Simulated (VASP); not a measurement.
# I: forms and broadenings of the independent-particle spectrum

I, Cmce (no. 64), 4 atoms in the cell. PBE, independent-particle dielectric function; PAW potentials I (PBE set).

## Input

INCAR.step1:
```
PREC     = Accurate       # precision mode
ENCUT    = 230            # plane-wave cutoff, eV
ISMEAR   = 0              # smearing method
SIGMA    = 0.02           # smearing width, eV
EDIFF    = 1E-8           # SCF threshold, eV
LASPH    = T              # aspherical terms in the spheres
KPAR     = 4            
LWAVE    = F              # write WAVECAR
LCHARG   = F              # write CHGCAR
LEPSILON = T              # dielectric tensor by DFPT
```

INCAR.step2, as INCAR.step1 but for:
```
- LWAVE = F
- LEPSILON = T
+ LWAVE = T
+ NBANDS = 62
```

INCAR.step3, as INCAR.step2 but for:
```
- EDIFF = 1E-8
- LWAVE = T
+ EDIFF = 1E-7
+ LWAVE = F
+ LOPTICS = T
+ NEDOS = 2000
+ CSHIFT = 0.1
+ ALGO = None
+ NELM = 1
+ ISTART = 1
```

INCAR.step4, as INCAR.step3 but for:
```
+ LNABLA = T
```

INCAR.step5, as INCAR.step4 but for:
```
- LNABLA = T
+ LPEAD = T
+ IPEAD = 2
```

INCAR.step6, as INCAR.step5 but for:
```
- IPEAD = 2
+ IPEAD = 3
```

INCAR.step7 changes the same tag again: IPEAD = 4.

INCAR.step8, as INCAR.step7 but for:
```
- CSHIFT = 0.1
- LPEAD = T
- IPEAD = 4
+ CSHIFT = 0.5
```

INCAR.step9, as INCAR.step8 but for:
```
- CSHIFT = 0.5
+ CSHIFT = 0.2
```

INCAR.step10 changes the same tag again: CSHIFT = 0.05.

INCAR.step11, as INCAR.step10 but for:
```
- ISMEAR = 0
- CSHIFT = 0.05
+ ISMEAR = -5
+ CSHIFT = 0.1
```

INCAR.step12, as INCAR.step11 but for:
```
- ISMEAR = -5
- SIGMA = 0.02
+ ISMEAR = 0
+ SIGMA = 0.2
```

INCAR.step13, as INCAR.step12 but for:
```
- SIGMA = 0.2
+ SIGMA = 0.02
+ OMEGAMAX = 12
```

INCAR.step14, as INCAR.step13 but for:
```
- OMEGAMAX = 12
+ OMEGAMAX = 60
```

KPOINTS:
```
k-points
0
Gamma
  6 6 4
```

POSCAR:
```
I
1.0
    3.6350350000     -2.3950200000      0.0000000000
    3.6350350000      2.3950200000      0.0000000000
    0.0000000000      0.0000000000      9.7934400000
I
4
Direct
    0.6493000000      0.3507000000      0.3844000000
    0.1493000000      0.8507000000      0.1156000000
    0.3507000000      0.6493000000      0.6156000000
    0.8507000000      0.1493000000      0.8844000000
```

Commands (each step's output is kept before the next begins):
```
cat potpaw_PBE.64/I/POTCAR > POTCAR
cp INCAR.step1 INCAR
mpirun -np 4 vasp_std > vasp.out
rm WAVECAR CHG
cp INCAR.step2 INCAR
mpirun -np 4 vasp_std > vasp.out
cp INCAR.step3 INCAR
mpirun -np 4 vasp_std > vasp.out
cp INCAR.step4 INCAR
mpirun -np 4 vasp_std > vasp.out
cp INCAR.step5 INCAR
mpirun -np 4 vasp_std > vasp.out
cp INCAR.step6 INCAR
mpirun -np 4 vasp_std > vasp.out
cp INCAR.step7 INCAR
mpirun -np 4 vasp_std > vasp.out
cp INCAR.step8 INCAR
mpirun -np 4 vasp_std > vasp.out
cp INCAR.step9 INCAR
mpirun -np 4 vasp_std > vasp.out
cp INCAR.step10 INCAR
mpirun -np 4 vasp_std > vasp.out
cp INCAR.step11 INCAR
mpirun -np 4 vasp_std > vasp.out
cp INCAR.step12 INCAR
mpirun -np 4 vasp_std > vasp.out
cp INCAR.step13 INCAR
mpirun -np 4 vasp_std > vasp.out
cp INCAR.step14 INCAR
mpirun -np 4 vasp_std > vasp.out
```

## Result

- Direct gap on the mesh (eV): 1.41
- Gap on the mesh (eV): 1.30
- Bands: 62

One ground state, settings moved in the last step alone:

| Settings | ε at zero frequency | Mean energy of the absorption, weighted by Im ε (eV) | Time (s) |
|---|---|---|---|
| longitudinal form, CSHIFT 0.1 | 9.25 | 5.71 | 5 |
| transversal form (LNABLA) | 9.51 | 5.81 | 6 |
| finite differences (LPEAD), order 2 | 9.01 | 5.77 | 8 |
| finite differences (LPEAD), order 3 | 9.07 | 5.75 | 10 |
| finite differences (LPEAD), order 4 | 9.09 | 5.74 | 12 |
| CSHIFT 0.5 | 8.95 | 5.82 | 6 |
| CSHIFT 0.2 | 9.21 | 5.73 | 6 |
| CSHIFT 0.05 | 9.26 | 5.69 | 6 |
| tetrahedron method | 8.94 | 5.77 | 5 |
| SIGMA 0.2 | 9.28 | 5.71 | 7 |
| OMEGAMAX 12, which cuts the spectrum short | 9.01 | 5.68 | 6 |
| OMEGAMAX 60 | 9.25 | 5.71 | 6 |

The mean energy covers the spectrum up to 12 eV.

On the same mesh, density-functional perturbation theory with local fields gives ε = 8.21.

Limits: The 6×6×4 mesh is coarse for a spectrum: peaks stand apart that a denser mesh merges, and ε at zero frequency can be far too high; spin-orbit coupling is left out, which can matter with atoms this heavy.

VASP 6.6.1 took 194 s on 4 cores (Intel Xeon Platinum 8488C (Sapphire Rapids)), a shared host.
